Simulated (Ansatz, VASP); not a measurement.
**Al: VASP beside Ansatz**

```
Al
1.0
     2.79257    0.00000    0.00000
     0.00000    2.79257    0.00000
     0.00000    0.00000    2.79257
Al
1
Direct
  0.00000 0.00000 0.00000
```

Alike in both runs: task single point; functional PBE; k mesh 13 × 13 × 13; occupations fermi-dirac, width 0.1 eV; no spin polarisation.

```csv
,VASP,Ansatz
version,VASP 6.6.1,Ansatz 0.2.0
potentials or method,"VASP PAW PBE potentials, release 64 (Al)","plane waves (420 eV) with PAW, scalar-relativistic"
plane-wave cutoff (eV),520,420
valence electrons in the cell,3,3
```

```tsv
	VASP	Ansatz	Ansatz less VASP
pressure (GPa)	-3.7	-3.7	+0.02
```

The functional is the same, so the differences come from potentials, cutoffs and numerics.
